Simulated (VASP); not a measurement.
Write the native input for VASP 6.6.1 that does the following.

```yaml
Task: core levels
Functional: PBE
Potentials_or_basis: VASP PAW PBE potentials, release 64 (W_sv, S)
Cutoff: 520 eV
k_mesh: 7 × 7 × 1
Occupations: gaussian, width 0.02 eV
Spin: no spin polarisation
Further_INCAR_settings: ALGO = Normal; EDIFF = 1e-06
```

The structure of WS2 lies in POSCAR:

```
WS2
1.0
    3.1829541699      0.0000000000      0.0000000000
   -1.5914770850      2.7565191702      0.0000000000
    0.0000000000      0.0000000000     28.5322178600
W S
3 6
Direct
    0.6666666667      0.3333333333      0.4343616800
    0.6666666667      0.3333333333      0.8855337800
    0.0000000000      0.0000000000      0.6592864300
    0.6666666667      0.3333333333      0.6046252100
    0.0000000000      0.0000000000      0.3797102500
    0.0000000000      0.0000000000      0.8308482800
    0.6666666667      0.3333333333      0.7139522100
    0.0000000000      0.0000000000      0.4890304200
    0.0000000000      0.0000000000      0.9401857300
```

These files were run (other wordings do the same):

INCAR

```
ALGO = Normal
EDIFF = 1E-6
ENCUT = 520
GGA = PE
ICORELEVEL = 1
ISIF = 2
ISMEAR = 0
LASPH = True
LCHARG = False
LREAL = False
LWAVE = False
NELM = 100
PREC = Accurate
SIGMA = 0.02
```

KPOINTS

```
k-points
0
Gamma
  7 7 1
```

Potentials or basis: VASP PAW PBE potentials, release 64 (W_sv, S).

Launch:

```sh
$ cat potpaw_PBE.64/W_sv/POTCAR potpaw_PBE.64/S/POTCAR > POTCAR
$ mpirun -np 1 vasp_std > vasp.out
```

It gave:

```json
{
 "Largest force": "0.267 eV/Å",
 "Band gap on the k mesh": "1.47 eV, indirect (least direct gap 2.39 eV)"
}
```

Caveat: spin-orbit coupling is left out, which moves the levels of the heavy elements.

Run time: 2.9 min on 1 thread of Intel(R) Xeon(R) Platinum 8259CL CPU @ 2.50GHz (Skylake/Cascade Lake), with other jobs on the host, peak memory 0.37 GiB.
